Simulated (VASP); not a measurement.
The system is CO2.

```
O C
1.0
     2.63591   -2.38738    0.00000
     2.63591    2.38738    0.00000
     0.00000    0.00000    6.58717
O C
4 2
Direct
  0.30651 0.69349 0.60816
  0.69349 0.30651 0.39184
  0.19349 0.80651 0.10816
  0.80651 0.19349 0.89184
  0.50000 0.50000 0.50000
  0.00000 0.00000 0.00000
```

The cell comes from a database or a generator and needn't be the stable form of this composition.

| Quantity | Value |
| --- | --- |
| Program | VASP 6.6.1 |
| Task | single point |
| Functional | PBE |
| Potentials or basis | VASP PAW PBE potentials, release 64 (O, C) |
| Cutoff | 520 eV |
| k mesh | 8 × 8 × 4 |
| Occupations | fermi-dirac, width 0.05 eV |
| Spin | no spin polarisation |

On this cell: pressure 4.3 GPa; largest force 0.786 eV/Å; band gap on the k mesh 6.61 eV, indirect (least direct gap 7.17 eV).

The same run follows on a disturbed copy (atoms moved at random, drawn with an rms of 0.05 Å):

```
O C
1.0
     2.63591   -2.38738    0.00000
     2.63591    2.38738    0.00000
     0.00000    0.00000    6.58717
O C
4 2
Direct
  0.33198 0.70511 0.60389
  0.68408 0.30975 0.38669
  0.18928 0.80583 0.11288
  0.80321 0.18211 0.88830
  0.49159 0.49769 0.49826
  0.01359 0.00556 0.99847
```

Question: What changes?

Answer: The energy moves by +33.0 meV/atom; pressure 6.6 GPa; largest force 5.631 eV/Å; band gap on the k mesh 6.20 eV, indirect (least direct gap 6.71 eV).

Forces on the atoms (eV/Å):
```
O    0.051  4.382  3.536
O   -0.403 -0.812 -0.547
O    0.437 -0.199 -0.045
O    0.514 -0.242  0.052
C    0.349 -3.591 -2.960
C   -0.948  0.462 -0.035
```

Stress tensor (GPa, compression positive):
```
 1.85  1.17  0.69
 1.17 10.66  7.03
 0.69  7.03  7.25
```

Caveats: the standard files for N, O and F lose accuracy on very short bonds.

A k mesh can miss the band edges.
